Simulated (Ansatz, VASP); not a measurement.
# Gd: VASP beside Ansatz

INCAR

```
SYSTEM = Gd
PREC = Accurate
ENCUT = 520
EDIFF = 1E-7
ISMEAR = -1
SIGMA = 0.05
LREAL = .False.
LASPH = .True.
NELM = 100
ALGO = Normal
ISIF = 2
LWAVE = .False.
LCHARG = .False.
ISPIN = 2
MAGMOM = 7 7
LORBIT = 11
LMAXMIX = 6
GGA = PE
NBANDS = 29
```

The input KPOINTS:

```
Automatic mesh
0
Gamma
  8 8 5
  0 0 0
```

File POSCAR:

```
Gd
1.0
    3.5868588409      0.0000000000      0.0000000000
   -1.7934294205      3.1063108761      0.0000000000
    0.0000000000      0.0000000000      5.7044471764
Gd
2
Direct
    0.6666666667      0.3333333333      0.7500000000
    0.3333333333      0.6666666667      0.2500000000
```

File input.yaml:

```yaml
crystal:
  lattice:
    - [3.5868588409, 0.0, 0.0]
    - [-1.7934294205, 3.1063108761, 0.0]
    - [0.0, 0.0, 5.7044471764]
  atoms:
    - { symbol: Gd, position: [0.6666666667, 0.3333333333, 0.75], spin: 7.0 }
    - { symbol: Gd, position: [0.3333333333, 0.6666666667, 0.25], spin: 7.0 }
hamiltonian:
  xc: pbe
  pseudopotentials: { kind: paw }
magnetization:
  spin_polarized: true
kpoints:
  mp_grid: { grid: [8, 8, 5] }
scf:
  occupations: { method: fermi_dirac, width: 0.05 }
output:
  forces: true
  stress: true
  eigenvalues: true
```

Change from the starting cell: volume scaled by 0.96.

Alike in both runs: task single point; functional PBE; k mesh 8 × 8 × 5; occupations fermi-dirac, width 0.05 eV; collinear spin, ferromagnetic start.

|  | VASP | Ansatz |
| --- | --- | --- |
| version | VASP 6.6.1 | Ansatz 0.2.0 |
| potentials or method | VASP PAW PBE potentials, release 64 (Gd) | Ansatz PAW |
| plane-wave cutoff (eV) | 520 | 420 |
| valence electrons in the cell | 36 | 36 |

Ansatz gave:

* gap on the k mesh at the Fermi level (eV): none
* pressure (GPa): 2.1
* largest component of the traceless stress (GPa): 0.27
* net moment per atom (μB): 7.60
* size of the moment on the site where the two differ most (μB): 7.33

Q: Estimate VASP's values.

A: gap on the k mesh at the Fermi level (eV): none; pressure (GPa): 2.1; largest component of the traceless stress (GPa): 0.24; net moment per atom (μB): 7.61; size of the moment on the site where the two differ most (μB): 6.99.

Site moments also hang on the region over which each program counts them. A gap of «none» marks a metal or a gap that the smearing closes. The functional is the same, so the differences come from potentials, cutoffs and numerics.

Caveats: spin-orbit coupling is left out, which moves the levels of the heavy elements. The state reached can hang on the start; a lower one may exist.
